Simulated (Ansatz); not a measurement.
What a trial cell of In relaxes into

The calculation used Ansatz, DFT r2SCAN, scalar-relativistic, plane waves, PAW. Cutoff 500 eV, Γ-centred k mesh, Gaussian smearing, no spin polarisation in the final step.

The start puts In on the simple hexagonal structure type (P6/mmm, No. 191), at a guessed volume.

```
In
1.0
     3.21239    0.00000    0.00000
    -1.60619    2.78201    0.00000
     0.00000    0.00000    3.00158
In
1
Direct
  0.00000 0.00000 0.00000
```

Cell and atoms relax at zero pressure; the relaxation can't lower the symmetry of the start.

Energies count from the standard state of In at the same level.

**Question.** What does it relax into?

**Answer.** It keeps P6/mmm (No. 191). The result has the simple hexagonal structure. Conventional cell: a = 3.199 Å, c = 3.054 Å. In is coordinated by 8 In at 3.05–3.20 Å.

```cif
data_structure
_symmetry_space_group_name_H-M 'P6/mmm'
_symmetry_Int_Tables_number 191
_cell_length_a 3.1991
_cell_length_b 3.1991
_cell_length_c 3.0537
_cell_angle_alpha 90.000
_cell_angle_beta 90.000
_cell_angle_gamma 120.000
_cell_volume 27.07
loop_
_atom_site_label
_atom_site_type_symbol
_atom_site_symmetry_multiplicity
_atom_site_Wyckoff_symbol
_atom_site_fract_x
_atom_site_fract_y
_atom_site_fract_z
_atom_site_occupancy
In1 In 1 a 0.00000 0.00000 0.00000 1
```

**Question.** What are its volume, energy, density and gap?

**Answer.** The volume per atom is 27.07 Å³, the density is 7.04 g/cm³ and the energy over the standard structure is 0.01 eV/atom. The gap on the 21×21×18 mesh is 0 eV (a metal).

The final run used a 21×21×18 mesh on its 1-atom cell and 0.10 eV smearing. For metals, differences of a few meV/atom aren't resolved. A structure relaxed within its symmetry needn't be a true minimum.